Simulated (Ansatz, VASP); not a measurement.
## Gd in VASP and in Ansatz

The input INCAR:

```
PREC = Accurate
ENCUT = 520
EDIFF = 1E-8
ISMEAR = -1
SIGMA = 0.08
LREAL = False
LASPH = True
NELM = 150
ALGO = Normal
ISIF = 2
LWAVE = False
LCHARG = False
LNONCOLLINEAR = True
MAGMOM = 0 0 7
LORBIT = 11
LSORBIT = True
GGA_COMPAT = False
LORBMOM = True
LMAXMIX = 6
GGA = PE
LEFG = True
NBANDS = 29
```

KPOINTS

```
Automatic mesh
0
Gamma
  11 11 11
```

Contents of POSCAR:

```
Gd
1.0
   -2.0250000000      2.0250000000      2.0250000000
    2.0250000000     -2.0250000000      2.0250000000
    2.0250000000      2.0250000000     -2.0250000000
Gd
1
Direct
    0.0000000000      0.0000000000      0.0000000000
```

Input for Ansatz:

```yaml
crystal:
  lattice:
    - [-2.025, 2.025, 2.025]
    - [2.025, -2.025, 2.025]
    - [2.025, 2.025, -2.025]
  atoms:
    - { symbol: Gd, position: [0.0, 0.0, 0.0], spin: 7.0 }
magnetization:
  noncollinear: true
  spin_orbit: true
kpoints:
  mp_grid: { grid: [11, 11, 11] }
  band_path:
    path:
      - [0.0, 0.0, 0.0]
      - [0.5, -0.5, 0.5]
      - [0.0, 0.0, 0.5]
      - [0.0, 0.0, 0.0]
      - [0.25, 0.25, 0.25]
      - [0.5, -0.5, 0.5]
      - [0.25, 0.25, 0.25]
      - [0.0, 0.0, 0.5]
    npoints: 5
scf:
  occupations: { method: fermi_dirac, width: 0.08 }
hamiltonian:
  xc: pbe
  pseudopotentials: { kind: paw_fr }
output:
  forces: true
  stress: true
  eigenvalues: true
  efg: { contact_densities: true }
```

Alike in both runs: task electric field gradients; functional PBE; k mesh 11 × 11 × 11; occupations fermi-dirac, width 0.08 eV; non-collinear spin, spin-orbit coupling.

|  | VASP | Ansatz |
| --- | --- | --- |
| version | VASP 6.6.1 | Ansatz 0.2.0 |
| potentials or method | VASP PAW PBE potentials, release 64 (Gd) | PAW with Ansatz's default frozen-core files, fully relativistic files with spin-orbit coupling |
| plane-wave cutoff (eV) | 520 | 420 |
| valence electrons in the cell | 18 | 18 |

VASP gave:

- pressure (GPa): 0.2
- net moment per atom (μB): 7.55
- Vzz of the field gradient on the site that differs most (V/Å²): 4.5

Estimate Ansatz's values.

pressure (GPa): 0.2; net moment per atom (μB): 7.56; Vzz of the field gradient on the site that differs most (V/Å²): 6.2.

With one functional, cell and mesh, what is left measures potentials, basis and numerics. Ansatz warned: «stress_scf_threshold_loose».

The state reached can hang on the start; a lower one may exist.
